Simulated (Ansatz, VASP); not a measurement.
# In: VASP beside Ansatz

Contents of INCAR:

```
PREC = Accurate
ENCUT = 520
EDIFF = 1E-6
ISMEAR = 0
SIGMA = 0.1
LREAL = False
LASPH = True
NELM = 60
ALGO = Fast
ISIF = 2
LWAVE = False
LCHARG = False
LDIPOL = True
IDIPOL = 3
DIPOL = 0.5 0.5 0.500
GGA = CA
NBANDS = 40
```

The input KPOINTS:

```
Automatic mesh
0
Gamma
  12 12 1
```

POSCAR

```
In
1.0
    3.2661645816      0.0000000000      0.0000000000
    1.6332812681      2.8284666117      0.0000000000
    0.0000000000      0.0000000000     25.6670321628
In
5
Direct
    0.3332791837      0.3332791837      0.2922036312
    0.6665583674      0.6665583674      0.3961018156
    0.9998375511      0.9998375511      0.5000000000
    0.3331167349      0.3331167349      0.6038981844
    0.6663959186      0.6663959186      0.7077963688
```

Input for Ansatz:

```yaml
crystal:
  lattice:
    - [3.2661645816, 0.0, 0.0]
    - [1.6332812681, 2.8284666117, 0.0]
    - [0.0, 0.0, 25.6670321628]
  atoms:
    - { symbol: In, position: [0.3332791837, 0.3332791837, 0.2922036312] }
    - { symbol: In, position: [0.6665583674, 0.6665583674, 0.3961018156] }
    - { symbol: In, position: [0.9998375511, 0.9998375511, 0.5] }
    - { symbol: In, position: [0.3331167349, 0.3331167349, 0.6038981844] }
    - { symbol: In, position: [0.6663959186, 0.6663959186, 0.7077963688] }
basis:
  ecutwfc: 420
kpoints:
  mp_grid: { grid: [12, 12, 1] }
hamiltonian:
  xc: lda
scf:
  occupations: { method: gaussian, width: 0.1 }
output:
  forces: true
  stress: true
  eigenvalues: true
  write_density: true
  write_potential: true
  elf: true
  volumetric_format: npy
efield:
  axis: 3
  dipole_correction: true
  ramp_width: 0.04
```

Alike in both runs: task single point; functional LDA; k mesh 12 × 12 × 1; occupations gaussian, width 0.1 eV; no spin polarisation.

|  | VASP | Ansatz |
| --- | --- | --- |
| version | VASP 6.6.1 | Ansatz 0.2.0 |
| potentials or method | VASP PAW LDA potentials, release 64 (In_d) | scalar-relativistic, plane waves, PAW |
| plane-wave cutoff (eV) | 520 | 420 |
| valence electrons in the cell | 65 | 65 |

|  | VASP | Ansatz | Ansatz less VASP |
| --- | --- | --- | --- |
| gap on the k mesh at the Fermi level (eV) | none | none | - |
| rms of the force components (eV/Å) | 0.014 | 0.016 | +0.0013 |

Atom by atom the forces differ by 0.002 eV/Å (rms over components). A gap of «none» marks a metal or a gap that the smearing closes. Ansatz warned: «xc_potential_rough_in_thin_density».
